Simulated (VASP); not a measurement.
Wanted: the native input for a VASP 6.6.1 run.

```yaml
Task: relaxation of cell and atoms
Functional: PBE
Potentials_or_basis: VASP PAW PBE potentials, release 64 (K_sv, Ta_pv, O)
Cutoff: 600 eV
k_mesh: 8 × 8 × 8
Occupations: gaussian, width 0.02 eV
Spin: no spin polarisation
Dipole_correction: no
Further_INCAR_settings: ALGO = Normal; EDIFF = 1e-06; IBRION = 2; EDIFFG = -0.002; NSW = 100; ISIF = 3
```

The structure of KTaO3 (spin) lies in POSCAR:

```
KTaO3
1.0
    3.9883000000      0.0000000000      0.0000000000
    0.0000000000      3.9883000000      0.0000000000
    0.0000000000      0.0000000000      3.9883000000
K Ta O
1 1 3
Direct
    0.5000000000      0.5000000000      0.5000000000
    0.0000000000      0.0000000000      0.0000000000
    0.5000000000      0.0000000000      0.0000000000
    0.0000000000      0.5000000000      0.0000000000
    0.0000000000      0.0000000000      0.5000000000
```

The input as run:

INCAR

```
  PREC = Accurate
  ENCUT = 600
  EDIFF = 1E-6
  ISMEAR = 0
  SIGMA = 0.02
  LREAL = F
  LASPH = T
  NELM = 100
  ALGO = Normal
  ISIF = 3
  LWAVE = F
  LCHARG = F
  GGA = PE
  IBRION = 2
  NSW = 100
  EDIFFG = -0.002
```

KPOINTS

```
regular mesh
0
Gamma
  8 8 8
```

Potentials or basis: VASP PAW PBE potentials, release 64 (K_sv, Ta_pv, O).

The run is started by

```sh
$ cat potpaw_PBE.64/K_sv/POTCAR potpaw_PBE.64/Ta_pv/POTCAR potpaw_PBE.64/O/POTCAR > POTCAR
$ mpirun -np 1 vasp_std > vasp.out
```

Results of the run:

- Relaxed volume: 13.07 Å³/atom
- Relaxed cell: a = 4.028 Å, b = 4.028 Å, c = 4.028 Å, α = 90.00°, β = 90.00°, γ = 90.00°
- Space group after relaxing (to 0.05 Å): Pm-3m (No. 221)
- Energy gained by relaxing: 6.8 meV/atom
- Ionic steps: 19
- Pressure after relaxing: 0.0 GPa
- Band gap on the k mesh: 2.11 eV, indirect (least direct gap 2.74 eV)

Caveat: spin-orbit coupling is left out, which moves the levels of the heavy elements.

Wall time 96 s on 1 thread of Intel(R) Xeon(R) 6975P-C (Granite Rapids) (shared host), peak memory 0.23 GiB.
